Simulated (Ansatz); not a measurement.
CoO: pressure against volume, fitted

```
CELL_PARAMETERS angstrom
0.00000 2.13150 2.13150
2.13150 0.00000 2.13150
2.13150 2.13150 0.00000
ATOMIC_POSITIONS crystal
Co 0.00000 0.00000 0.00000
O 0.50000 0.50000 0.50000
```

Atom numbers follow the list: Co1, O2.

The cell is COD entry 1533087, as deposited and not checked against the literature; nothing was relaxed.

Semilocal functionals without U often leave such compounds metallic or with too small a gap, and the real magnetic order may differ.

Other magnetic orders may lie lower; this is the state that the run reached.

The calculation used DFT, PBE, all-electron LAPW, scalar-relativistic in Ansatz 0.2.0.

Sampling and basis: a Γ-centred 16×16×16 k mesh, Fermi–Dirac smearing of 0.05 eV, basis error target 0.5 meV/atom, spin-polarised from start moments Co1 2 μB.

The cell is scaled evenly. Fractional coordinates are held (clamped ions).

```
V (Å³/atom)  P (GPa)
      9.297     4.99
      9.490     1.52
      9.587    -0.17
      9.684    -1.82
      9.781    -3.44
      9.878    -5.01
     10.265    -9.01
```

**Question.** Fit a third-order Birch–Murnaghan curve to the pressures.

**Answer.** P = (3B0/2)(y^(7/2) − y^(5/2))[1 + (3/4)(B0′ − 4)(y − 1)] with y = (V0/V)^(2/3) fits within 0.31 GPa for V0 = 9.567 Å³/atom, B0 = 163.4 GPa and B0′ = 6.56.

**Question.** Predict the pressure at the withheld volume, 10.071 Å³/atom.

**Answer.** There y = 0.9663, so the fit gives -7.08 GPa; the run gave -6.47 GPa.
